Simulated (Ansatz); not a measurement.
**Relaxing an invented BN structure**

Level of theory: Ansatz, DFT PBE, scalar-relativistic, plane waves, PAW. Cutoff 420 eV, Gaussian smearing, Γ-centred meshes. Cell and atoms relax first on a coarse mesh and then on a converged one. In between, the cell is made exact in the group found at 0.06 Å. The steps can't lower the symmetry of their start. No spin polarisation.

Recipe of this trial structure of BN: 3-connected net, two elements alternating (P4_132, No. 213). The dimensions are guesses.

```xyz
8
Lattice="4.0186 0.0000 0.0000 0.0000 4.0186 0.0000 0.0000 0.0000 4.0186" Properties=species:S:1:pos:R:3 pbc="T T T"
B     3.5163    3.5163    3.5163
B     2.5116    0.5023    1.5070
B     0.5023    1.5070    2.5116
B     1.5070    2.5116    0.5023
N     1.5070    1.5070    1.5070
N     0.5023    2.5116    3.5163
N     2.5116    3.5163    0.5023
N     3.5163    0.5023    2.5116
```

Energies over the elements count from the elements' standard structures at the same level (N₂ as a molecule), with no fitted energy shifts.

**Question.** Describe the relaxed structure.

**Answer.** The symmetry stays P4_132 (No. 213). The volume per atom grows by 11.4 %, from 8.1 to 9.0 Å³. The shortest distance goes from 1.42 Å (B–N) to 1.47 Å (B–N). The energy falls by about 0.08 eV/atom (the start's value is from the coarse mesh). Conventional cell: a = 4.166 Å. B has 3 N at 1.47 Å; around N lie 3 B at 1.47 Å.

Space group P4_132 (No. 213). a = 4.166 Å, b = 4.166 Å, c = 4.166 Å, α = 90.00°, β = 90.00°, γ = 90.00°
| atom | site | symmetry | x | y | z |
| --- | --- | --- | --- | --- | --- |
| B | 4b | .32 | 0.8750 | 0.8750 | 0.8750 |
| N | 4a | .32 | 0.3750 | 0.3750 | 0.3750 |

**Question.** How does it come out in energy, and is it a metal?

**Answer.** The formation energy is −0.523 eV/atom and the gap on the 8×8×8 mesh of the 8-atom cell is 1.27 eV.

The last run used Gaussian smearing of 0.02 eV. Kohn–Sham gaps at this level usually fall short of measured ones. A structure relaxed within its symmetry needn't be a true minimum. Another cell of BN relaxed alike, in P6_3mc, lies 0.64 eV/atom lower, so this cell isn't the stable form at this level.
